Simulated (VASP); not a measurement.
# TiSe2 in VASP: notebook, part 2 of 2

VASP 6.6.1. Earlier steps stand in the parts before.

### 5 Band structure, LDA

The COD entry that gives the cell may itself be a prediction, so a difference from it is no test against experiment.

The input, INCAR:

```
SYSTEM = TiSe2
PREC = Accurate ; ENCUT = 520
EDIFF = 1E-6 ; ISMEAR = 0
SIGMA = 0.03 ; LREAL = .FALSE.
LASPH = .TRUE. ; NELM = 80
ALGO = Normal ; ISIF = 2
LWAVE = .FALSE. ; LCHARG = .FALSE.
LMAXMIX = 4 ; LDIPOL = .TRUE.
IDIPOL = 3 ; DIPOL = 0.5 0.5 0.500
NBANDS = 33 ; LVHAR = .TRUE.
LVACPOTAV = .TRUE. ; KPAR = 4
```

The input, KPOINTS:

```
Automatic mesh
0
G
  12 12 1
  0 0 0
```

The input, POSCAR:

```
TiSe2                                   
1.0
    3.4811364334      0.0000000000      0.0000000000
   -1.7405682167      3.0147525875      0.0000000000
    0.0000000000      0.0000000000     27.0684416000
  Se              Ti            
     4     2
Direct
     0.6666666699999979    0.3333333300000021    0.3327489368118250
     0.3333333300000021    0.6666666699999979    0.4481912166227389
     0.6666666699999979    0.3333333300000021    0.5518087833772611
     0.3333333300000021    0.6666666699999979    0.6672510631881750
     0.0000000000000000    0.0000000000000000    0.3908286424951157
     0.0000000000000000    0.0000000000000000    0.6091713575048843
```

The input, KPOINTS_OPT:

```
explicit points
67
Reciprocal
 0.0000000000  0.0000000000  0.0000000000 1
 0.0357142900  0.0000000000  0.0000000000 1
 0.0714285700  0.0000000000  0.0000000000 1
 0.1071428600  0.0000000000  0.0000000000 1
 0.1428571400  0.0000000000  0.0000000000 1
 0.1785714300  0.0000000000  0.0000000000 1
 0.2142857100  0.0000000000  0.0000000000 1
 0.2500000000  0.0000000000  0.0000000000 1
 0.2857142900  0.0000000000  0.0000000000 1
 0.3214285700  0.0000000000  0.0000000000 1
 0.3571428600  0.0000000000  0.0000000000 1
 0.3928571400  0.0000000000  0.0000000000 1
 0.4285714300  0.0000000000  0.0000000000 1
 0.4642857100  0.0000000000  0.0000000000 1
 0.5000000000  0.0000000000  0.0000000000 1
 0.4791666700  0.0416666700  0.0000000000 1
 0.4583333300  0.0833333300  0.0000000000 1
 0.4375000000  0.1250000000  0.0000000000 1
 0.4166666700  0.1666666700  0.0000000000 1
 0.3958333300  0.2083333300  0.0000000000 1
 0.3750000000  0.2500000000  0.0000000000 1
 0.3541666700  0.2916666700  0.0000000000 1
 0.3333333300  0.3333333300  0.0000000000 1
 0.3137254900  0.3137254900  0.0000000000 1
 0.2941176500  0.2941176500  0.0000000000 1
 0.2745098000  0.2745098000  0.0000000000 1
 0.2549019600  0.2549019600  0.0000000000 1
 0.2352941200  0.2352941200  0.0000000000 1
 0.2156862700  0.2156862700  0.0000000000 1
 0.1960784300  0.1960784300  0.0000000000 1
 0.1764705900  0.1764705900  0.0000000000 1
 0.1568627500  0.1568627500  0.0000000000 1
 0.1372549000  0.1372549000  0.0000000000 1
 0.1176470600  0.1176470600  0.0000000000 1
 0.0980392200  0.0980392200  0.0000000000 1
 0.0784313700  0.0784313700  0.0000000000 1
 0.0588235300  0.0588235300  0.0000000000 1
 0.0392156900  0.0392156900  0.0000000000 1
 0.0196078400  0.0196078400  0.0000000000 1
 0.0000000000  0.0000000000  0.0000000000 1
 0.0000000000  0.0000000000  0.0000000000 1
 0.0067532600 -0.0033766300  0.0000000000 1
-0.0067532600  0.0033766300  0.0000000000 1
 0.0196970200 -0.0098485100  0.0000000000 1
-0.0196970200  0.0098485100  0.0000000000 1
 0.0000000000  0.0058485000  0.0000000000 1
-0.0000000000 -0.0058485000  0.0000000000 1
 0.0000000000  0.0170581200  0.0000000000 1
-0.0000000000 -0.0170581200  0.0000000000 1
 0.5000000000  0.0000000000  0.0000000000 1
 0.5067532600 -0.0033766300  0.0000000000 1
 0.4932467400  0.0033766300  0.0000000000 1
 0.5196970200 -0.0098485100  0.0000000000 1
 0.4803029800  0.0098485100  0.0000000000 1
 0.5000000000  0.0058485000  0.0000000000 1
 0.5000000000 -0.0058485000  0.0000000000 1
 0.5000000000  0.0170581200  0.0000000000 1
 0.5000000000 -0.0170581200  0.0000000000 1
 0.3333333300  0.3333333300  0.0000000000 1
 0.3400865900  0.3299567000  0.0000000000 1
 0.3265800700  0.3367099600  0.0000000000 1
 0.3530303500  0.3234848200  0.0000000000 1
 0.3136363100  0.3431818400  0.0000000000 1
 0.3333333300  0.3391818300  0.0000000000 1
 0.3333333300  0.3274848300  0.0000000000 1
 0.3333333300  0.3503914500  0.0000000000 1
 0.3333333300  0.3162752100  0.0000000000 1
```

Potentials or basis: VASP PAW LDA potentials, release 64 (Se, Ti_sv).

On the command line:

```bash
cat potpaw_LDA.64/Se/POTCAR potpaw_LDA.64/Ti_sv/POTCAR > POTCAR
mpirun -np 4 vasp_std > vasp.out
```

OUTCAR:

```text
SYSTEM = TiSe2
   PREC = Accurate
   ENCUT = 520
   EDIFF = 1E-6
   ISMEAR = 0
   LREAL = .FALSE.
   LASPH = .TRUE.
   NELM = 80
   ISIF = 2

 ion  position               nearest neighbor table
   1  0.667  0.333  0.333-   5 2.55   5 2.55   5 2.55
   2  0.333  0.667  0.448-   5 2.54   5 2.54   5 2.54
   3  0.667  0.333  0.552-   6 2.54   6 2.54   6 2.54
   4  0.333  0.667  0.667-   6 2.55   6 2.55   6 2.55
   5  0.000  0.000  0.391-   2 2.54   2 2.54   2 2.54   1 2.55   1 2.55   1 2.55
   6  0.000  0.000  0.609-   3 2.54   3 2.54   3 2.54   4 2.55   4 2.55   4 2.55

  LATTYP: Found a hexagonal cell.
 ALAT       =     3.4811364334
 C/A-ratio  =     7.7757485574

  Lattice vectors:

 A1 = (   3.4811364334,   0.0000000000,   0.0000000000)
 A2 = (  -1.7405682167,   3.0147525875,   0.0000000000)
 A3 = (   0.0000000000,   0.0000000000,  27.0684416000)

Analysis of symmetry for initial positions (statically):
=====================================================================
 Subroutine PRICEL returns:
 Original cell was already a primitive cell.

 Routine SETGRP: Setting up the symmetry group for a
 hexagonal supercell.

 Subroutine GETGRP returns: Found 12 space group operations
 (whereof 12 operations were pure point group operations)
 out of a pool of 24 trial point group operations.

The static configuration has the point symmetry D_3d.

Analysis of symmetry for dynamics (positions and initial velocities):
=====================================================================
 Subroutine PRICEL returns:
 Original cell was already a primitive cell.

 Routine SETGRP: Setting up the symmetry group for a
 hexagonal supercell.

 Subroutine GETGRP returns: Found 12 space group operations
 (whereof 12 operations were pure point group operations)
 out of a pool of 24 trial point group operations.

The dynamic configuration has the point symmetry D_3d.

 Subroutine INISYM returns: Found 12 space group operations
 (whereof 12 operations are pure point group operations),
 and found     1 'primitive' translations
[... 123 lines left out ...]
   LHFCALC =     F    Hartree Fock is set to
   AEXX    =    0.0000 exact exchange contribution
   IVDW    =     0    specifies the selected vdW correction
   LEPSILON=     F    determine dielectric tensor
   LRPA    =     F    only Hartree local field effects (RPA)
 non-spin polarized calculation
 Gauss-broadening in eV      SIGMA  =   0.03
  energy-cutoff  :      520.00
  volume of cell :      284.08
 maximum number of plane-waves:      7711
 NGX is ok and might be reduce to    28
   NGX = 13   NGY = 13   NGZ =101

 number of electron      48.0000008 magnetization

 dipolmoment           0.000000      0.000000      0.000000 electrons x Angstroem

 Free energy of the ion-electron system (eV)
  ---------------------------------------------------
  ext. energy  EPLUGINS =         0.00000000
  ---------------------------------------------------
  free energy    TOTEN  =       -40.41427900 eV

  energy without entropy =      -40.41329955  energy(sigma->0) =      -40.41378927

 E-fermi :  -0.9075     XC(G=0):  -5.0353

 val. band max:       -0.9353795924   @ k =   0.0833   0.0000   0.0000
 cond. band min:      -0.8922924877   @ k =   0.5000   0.0000   0.0000
 fundamental gap:      0.0430871047
 Fermi energy:        -0.9074942906

 k-point     1 :       0.0000    0.0000    0.0000
  band No.  band energies     occupation
      1     -57.6842      2.00000
      2     -57.6842      2.00000
      3     -34.3084      2.00000
      4     -34.3083      2.00000
      5     -34.2836      2.00000
      6     -34.2836      2.00000
[... 673 lines left out ...]
     32       1.9452      0.00000
     33       2.4394      0.00000

------------------------ aborting loop because EDIFF is reached ----------------------------------------

  FORCE on cell =-STRESS in cart. coord.  units (eV):
  Direction    XX          YY          ZZ          XY          YZ          ZX
  --------------------------------------------------------------------------------------
  -------------------------------------------------------------------------------------
  Total       -2.6975719     -2.6975719     -2.7516415      0.0000000      0.0000000      0.0000000
  in kB      -15.2141482    -15.2141482    -15.5190974      0.0000000      0.0000000      0.0000000
  external PRESSURE =     -15.3157980 kB  Pullay stress =       0.0000000 kB

 VOLUME and BASIS-vectors are now :
 -----------------------------------------------------------------------------
  energy-cutoff  :      520.00
  volume of cell :      284.08
      direct lattice vectors                 reciprocal lattice vectors
     3.481136433  0.000000000  0.000000000     0.287262513  0.165851089  0.000000000
    -1.740568217  3.014752587  0.000000000     0.000000000  0.331702178  0.000000000
     0.000000000  0.000000000 27.068441600     0.000000000  0.000000000  0.036943390

 POSITION                                       TOTAL-FORCE (eV/Angst)
 -----------------------------------------------------------------------------------
      1.74057      1.00492      9.00700         0.000000      0.000000      0.446022
     -0.00000      2.00984     12.13184         0.000000     -0.000000     -0.340324
      1.74057      1.00492     14.93660        -0.000000      0.000000      0.340324
     -0.00000      2.00984     18.06145        -0.000000     -0.000000     -0.446022
      0.00000      0.00000     10.57912         0.000000      0.000000     -0.058858
      0.00000      0.00000     16.48932         0.000000     -0.000000      0.058858
 -----------------------------------------------------------------------------------
    total drift:                                0.000000      0.000000     -0.000000

  FREE ENERGIE OF THE ION-ELECTRON SYSTEM (eV)
  ---------------------------------------------------
  free  energy   TOTEN  =       -40.4142790010 eV

  energy  without entropy=      -40.4132995473  energy(sigma->0) =      -40.41378927

 vacuum level on the upper side and lower side of the slab         4.710         4.710
```

OSZICAR:

```text
N       E                     dE             d eps       ncg     rms          rms(c)
DAV:   1     0.457078592691E+03    0.45708E+03   -0.21778E+04  1446   0.126E+03
DAV:   2     0.145428786658E+02   -0.44254E+03   -0.42693E+03  1561   0.340E+02
DAV:   3    -0.395985536144E+02   -0.54141E+02   -0.52786E+02  1945   0.110E+02
DAV:   4    -0.459005646621E+02   -0.63020E+01   -0.62840E+01  2075   0.311E+01
DAV:   5    -0.463833152424E+02   -0.48275E+00   -0.48271E+00  1724   0.652E+00    0.178E+01
DAV:   6    -0.438972820894E+02    0.24860E+01   -0.30874E+01  1713   0.480E+01    0.164E+01
DAV:   7    -0.415726089783E+02    0.23247E+01   -0.27079E+01  1664   0.418E+01    0.820E+00
DAV:   8    -0.404241248276E+02    0.11485E+01   -0.29170E+00  1543   0.147E+01    0.172E+00
DAV:   9    -0.404611776929E+02   -0.37053E-01   -0.41525E-01  1865   0.328E+00    0.203E+00
DAV:  10    -0.404172151353E+02    0.43963E-01   -0.63603E-02  1655   0.237E+00    0.746E-01
[... 46 further cycles ...]
DAV:   1     0.941913458186E+04   -0.21683E+05      796
DAV:   2     0.525502008486E+04   -0.41641E+04      887
DAV:   3     0.477724073334E+04   -0.47778E+03      929
DAV:   4     0.470996965675E+04   -0.67271E+02     1119
DAV:   5     0.470326601770E+04   -0.67036E+01      828
DAV:   6     0.470310723869E+04   -0.15878E+00      984
DAV:   7     0.470309949032E+04   -0.77484E-02      879
DAV:   8     0.470309942804E+04   -0.62279E-04      976
DAV:   9     0.470309942684E+04   -0.11975E-05      671
DAV:  10     0.470309942680E+04   -0.42161E-07      597
```

Run time: 2.6 min. Hardware: 4 MPI ranks of Intel Xeon Platinum 8488C (Sapphire Rapids), shared host; peak memory 0.47 GiB.

Results:

```yaml
Free_energy: -40.4143 eV
Largest_force: 0.446 eV/Å
Band_gap_along_the_path: none (metal or under the smearing width)
Work_function_of_the_upper_face: 5.62 eV
Work_function_of_the_lower_face: 5.62 eV
```

Forces on the atoms (eV/Å):
```
Se   0.000  0.000  0.446
Se   0.000  0.000 -0.340
Se   0.000  0.000  0.340
Se   0.000  0.000 -0.446
Ti   0.000  0.000 -0.059
Ti   0.000  0.000  0.059
```

### 6 Summary

| level | potentials or basis | spin | largest force (eV/Å) | work function (eV) |
| --- | --- | --- | --- | --- |
| PBE+D3(BJ) | VASP PAW PBE potentials, release 64 (Se, Ti_sv) | off | - | 5.32 |
| PBE+D3(BJ) | VASP PAW PBE potentials, release 64 (Se, Ti_sv) | SOC, no magnetisation | 0.01 | 5.31 |
| r2SCAN | VASP PAW PBE potentials, release 64 (Se, Ti_sv) | off | 0.32 | 5.48 |
| LDA | VASP PAW LDA potentials, release 64 (Se, Ti_sv) | off | 0.45 | 5.62 |

Alike in all rows: task band structure; cell as given; k mesh 12 × 12 × 1; cutoff (eV) 520; smearing gaussian 0.03 eV.

Caveats: the PAW data sets were made with another functional, which shifts forces and pressure a little (some runs).

Absolute energies hang on the potentials; compare differences alone.
